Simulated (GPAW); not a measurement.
ZrO2:

```
Zr O
1.0
     0.00000    2.54507    2.54507
     2.54507    0.00000    2.54507
     2.54507    2.54507    0.00000
Zr O
1 2
Direct
  0.00000 0.00000 0.00000
  0.75000 0.75000 0.75000
  0.25000 0.25000 0.25000
```

Measurements of this composition are mostly on another form, of space group No. 14.

Base run:

| Item | Value |
| --- | --- |
| Program | GPAW 26.7.0 |
| Functional | PBEsol |
| Potentials or basis | PAW data sets generated in the run's folder for this functional |
| Cutoff | 800 eV |
| Basis | pw |
| k mesh | 9 × 9 × 9 |
| Occupations | fermi-dirac, width 0.05 eV |
| Spin | no spin polarisation |

Its results: band gap on the k mesh 3.33 eV, indirect (least direct gap 3.82 eV); pressure -5.6 GPa.

After a change of settings the same cell gave: band gap on the k mesh 3.48 eV, indirect (least direct gap 3.95 eV); pressure 7.5 GPa. Which change was it?
A. functional from PBEsol to BLYP
B. functional from PBEsol to PBE; potentials or basis from PAW data sets generated in the run's folder for this functional to GPAW PAW data sets (gpaw-data 1.2.1)
C. functional from PBEsol to TPSS; potentials or basis from PAW data sets generated in the run's folder for this functional to GPAW PAW data sets (gpaw-data 1.2.1)
D. functional from PBEsol to LDA; potentials or basis from PAW data sets generated in the run's folder for this functional to the program's PAW data sets (release 1.2.1) made for this functional

A.

BLYP binds less tightly than PBEsol, so the same cell stands under more pressure.
